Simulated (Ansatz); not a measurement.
MoS₂: electron density at the nuclei under pressure

```
Mo S
1.0
     1.58150    0.91308    6.12333
    -1.58150    0.91308    6.12333
     0.00000   -1.82616    6.12333
Mo S
1 2
Direct
  0.00000 0.00000 0.00000
  0.74840 0.74840 0.74840
  0.58490 0.58490 0.58490
```

Atoms are numbered in the order listed.

The cell comes from COD entry 9007661, which wasn't checked; take it as a given geometry.

All numbers below come from Ansatz 0.2.0, DFT, PBE, all-electron PAW with datasets made for the crystal, scalar-relativistic.

Settings: a Γ-centred 13×13×13 k mesh, Fermi–Dirac smearing of 0.05 eV, cutoff 300 eV (chosen by the program for this cell), no spin polarisation.

The contact density is the mean electron density over the nuclear volume; its changes follow the s electrons' response to bonding and compression. Changes below are taken from the unscaled cell, where it is 595311 e/Å³ at Mo1, 19788.9 e/Å³ at S2, 19788.9 e/Å³ at S3.

Volumes at which the program chose other datasets or cutoffs are left out.

| V/V(cell) | P (GPa) | Δρ(0) Mo1 (e/Å³) | Δρ(0) S2 (e/Å³) | Δρ(0) S3 (e/Å³) |
| --- | --- | --- | --- | --- |
| 0.9600 | 17.1 | 1.66 | -0.27 | -0.26 |
| 0.9800 | 13.0 | 0.83 | -0.13 | -0.13 |
| 0.9900 | 11.1 | ? | -0.07 | -0.07 |
| 1.0000 | 9.3 | 0.00 | 0.00 | 0.00 |
| 1.0100 | 7.6 | ? | 0.07 | 0.07 |
| 1.0200 | 5.9 | ? | 0.14 | 0.14 |

Q: Give the missing entry: row "1.0100", column "Δρ(0) Mo1 (e/Å³)".

A: -0.41.

Q: What belongs in the row "1.0200", column "Δρ(0) Mo1 (e/Å³)"?

A: -0.81.

Q: What belongs in the row "0.9900", column "Δρ(0) Mo1 (e/Å³)"?

A: 0.41.

The datasets are made afresh for each cell, so very small changes are uncertain.
